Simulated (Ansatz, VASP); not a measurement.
# BeS in VASP and in Ansatz

```xyz
2
Lattice="0.0000 2.4250 2.4250 2.4250 0.0000 2.4250 2.4250 2.4250 0.0000" Properties=species:S:1:pos:R:3 pbc="T T T"
Be    0.0000    0.0000    0.0000
S     3.6375    3.6375    3.6375
```

Alike in both runs: task single point; functional PBE; k mesh 3 × 3 × 3; occupations fermi-dirac, width 0.02 eV; no spin polarisation.

```csv
,VASP,Ansatz
version,VASP 6.6.1,Ansatz 0.2.0
potentials or method,"VASP PAW PBE potentials, release 64 (Be, S), cutoff 520 eV","all-electron LAPW, scalar-relativistic"
```

Ansatz gave:

| Item | Value |
| --- | --- |
| gap on the k mesh at the Fermi level (eV) | 3.79 |
| pressure (GPa) | 3.7 |

Question: Estimate VASP's values.

Answer: gap on the k mesh at the Fermi level (eV): 3.79; pressure (GPa): 3.8.

Ansatz ran all-electron here, so the differences hold the error of VASP's frozen core and of both bases.

Caveats: the k mesh is coarse (spacing up to 0.75 Å⁻¹), so the values aren't converged; an odd mesh through Γ misses points on the zone boundary, where band edges often lie.
